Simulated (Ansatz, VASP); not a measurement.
BeSe: VASP beside Ansatz

The input INCAR:

```
  PREC = Accurate
  ENCUT = 520
  EDIFF = 1E-7
  ISMEAR = -1
  SIGMA = 0.05
  LREAL = False
  LASPH = True
  NELM = 60
  ALGO = Normal
  ISIF = 2
  LWAVE = False
  LCHARG = False
  GGA = PS
  NBANDS = 11
```

File KPOINTS:

```
regular mesh
0
Gamma
  9 9 9
```

Contents of POSCAR:

```
BeSe
1.0
    0.0000000000      2.5350000000      2.5350000000
    2.5350000000      0.0000000000      2.5350000000
    2.5350000000      2.5350000000      0.0000000000
Se Be
1 1
Direct
    0.7500000000      0.7500000000      0.7500000000
    0.0000000000      0.0000000000      0.0000000000
```

File input.yaml:

```yaml
crystal:
  lattice:
    - [0.0, 2.535, 2.535]
    - [2.535, 0.0, 2.535]
    - [2.535, 2.535, 0.0]
  atoms:
    - { symbol: Se, position: [0.75, 0.75, 0.75] }
    - { symbol: Be, position: [0.0, 0.0, 0.0] }
hamiltonian:
  xc: pbesol
  pseudopotentials: { kind: paw }
kpoints:
  mp_grid: { grid: [9, 9, 9] }
scf:
  occupations: { method: fermi_dirac, width: 0.05 }
output:
  forces: true
  stress: true
  eigenvalues: true
```

Alike in both runs: task single point; functional PBEsol; k mesh 9 × 9 × 9; occupations fermi-dirac, width 0.05 eV; no spin polarisation.

```csv
,VASP,Ansatz
version,VASP 6.6.1,Ansatz 0.2.0
potentials or method,"VASP PAW PBE potentials, release 64 (Se, Be)",Ansatz PAW
plane-wave cutoff (eV),520,420
valence electrons in the cell,8,18
```

VASP gave:

```
gap on the k mesh at the Fermi level (eV) : 2.46
least direct gap on the mesh (eV)         : 4.55
pressure (GPa)                            : 3.3
```

Question: What did Ansatz give for the same quantities?

Answer: gap on the k mesh at the Fermi level (eV): 2.47; least direct gap on the mesh (eV): 4.54; pressure (GPa): 2.9.

The two sets of potentials don't hold the same shells in valence.

Caveats: the PAW data sets were made with another functional, which shifts forces and pressure a little (VASP); an odd mesh through Γ misses points on the zone boundary, where band edges often lie (VASP); odd divisions of the mesh miss points on the zone boundary, where band edges often lie, so the gap on the mesh can be too wide (Ansatz); the PAW data sets come from PBE, with cores solved anew for the run's functional, which leaves a small shift of forces and pressure (Ansatz). Expect the measured gap to be larger: semilocal functionals such as PBEsol lack the derivative discontinuity.
